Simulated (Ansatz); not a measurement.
## Ga: the change of pressure and energy above lowest point with volume per atom

Equation of state of a cubic crystal from periodic Kohn-Sham density functional theory without spin; pressure corrected for the finite basis. The results are calculated, by Ansatz 0.2.0 development build.

Cell of the first row (space group Pm-3m, No. 221):
```
CELL_PARAMETERS angstrom
2.66470 0.00000 0.00000
0.00000 2.66470 0.00000
0.00000 0.00000 2.66470
ATOMIC_POSITIONS crystal
Ga 0.00000 0.00000 0.00000
```

Settings of every row: formula Ga; structure type simple cubic; functional PBE; spin treatment none; k mesh 14x14x14; occupation method fermi-dirac; occupation width 0.061225619 eV; wave cutoff 700 eV; datasets hard PAW; density cutoff ratio 4.

Limits: a cubic model structure, not a phase known at ambient conditions; modest k-mesh, values are not fully converged in k; the SCF threshold is loose for a stress in some rows.

| row | volume per atom (Å³) | pressure (GPa) | energy above lowest point (meV/atom) |
| --- | --- | --- | --- |
| 1 | 18.92 | 3.191 | 11.45 |
| 2 | 19.323 | 2.022 | 4.93 |
| 3 | 19.725 | ? | ? |
| 4 | 20.128 | -0.006 | 0 |
| 5 | 20.53 | -0.89 | 1.15 |
| 6 | 20.933 | -1.674 | 4.39 |
| 7 | 21.335 | -2.372 | 9.49 |

Question: what pressure and energy above lowest point should row 3 give?

Worked fit of pressure. Take u = (V_r/V)^(2/3) − 1 with V_r = 20.329 Å³ an atom, which is twice the finite (Eulerian) strain; such expansions in the strain, on which the Birch-Murnaghan equation of state is built, carry the rest volume and the bulk modulus. The shown rows have u = 0.04905, 0.03441, 0.00665, -0.00654, -0.01933, -0.03169. Least squares give pressure = −0.4583 + 66.008 × u + 172.6 × u² GPa; a straight line predicts inner rows, each left out in turn, worse (root mean square 0.11 against 0.009 GPa). The rows lie off it by -0.004, 0.005, 0.006, -0.007, -0.004, 0.005 (root mean square 0.0053 GPa). The pressure vanishes at u = 0.0068, or V = 20.12 Å³ an atom, and there the bulk modulus at fixed shape and fractions is B = −V dP/dV = (2/3)(1 + u) dP/du = 45.9 GPa. The withheld row has u = 0.02031, so the fit gives −0.4583 + 66.008 × (0.02031) + 172.6 × (0.02031)² = 0.954 GPa.

The calculation gave 0.97 GPa. The fit lies 0.016 GPa (1.6 % of the value, 0.29 % of the column's range) below it; its largest miss of a shown row is 0.007 GPa.

Worked fit of energy above lowest point. Take u = (V_r/V)^(2/3) − 1 with V_r = 20.329 Å³ an atom, which is twice the finite (Eulerian) strain; such expansions in the strain, on which the Birch-Murnaghan equation of state is built, carry the rest volume and the bulk modulus. The shown rows have u = 0.04905, 0.03441, 0.00665, -0.00654, -0.01933, -0.03169. Least squares give energy above lowest point = 0.311 − 86.78 × u + 6404 × u² meV/atom; a straight line predicts inner rows, each left out in turn, worse (root mean square 4 against 0.024 meV/atom). The rows lie off it by -0.01, 0.02, -0.02, 0.00, 0.01, 0.00. Its lowest point lies at u = 0.0068, or V = 20.12 Å³ an atom, and the curvature there gives the bulk modulus at fixed shape and fractions, B = (4/9)(1 + u)² E″(u)/V = 45.9 GPa. The withheld row has u = 0.02031, so the fit gives 0.311 − 86.78 × (0.02031) + 6404 × (0.02031)² = 1.19 meV/atom.

The calculation gave 1.19 meV/atom. The fit meets it to the printed digit.
